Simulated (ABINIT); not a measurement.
**Mo in ABINIT: the effect of functional**

Mo:

```xyz
1
Lattice="-1.5838 1.5838 1.5838 1.5838 -1.5838 1.5838 1.5838 1.5838 -1.5838" Properties=species:S:1:pos:R:3 pbc="T T T"
Mo    0.0000    0.0000    0.0000
```

Alike in all runs:

| Item | Value |
| --- | --- |
| Program | ABINIT 10.8.3 (patched build) |
| Task | single point |
| Potentials or basis | JTH PAW PBE v2.0 |
| Cutoff | 490 eV |
| k mesh | 12 × 12 × 12 |
| Occupations | fermi-dirac, width 0.05 eV |
| Spin | no spin polarisation |

```csv
functional,pressure (GPa)
PBE,-1.6
LDA,-13.2
PBEsol,-9.0
RPBE,1.6
BLYP,8.5
AM05,-10.3
r2SCAN,-3.3
SCAN,-4.9
revPBE,?
PW91,-1.2
WC,-7.5
```

Q: What does the run with functional revPBE give?

A: Pressure 0.7 GPa.

Caveats: the PAW data sets were made with another functional, which shifts forces and pressure a little (some runs).
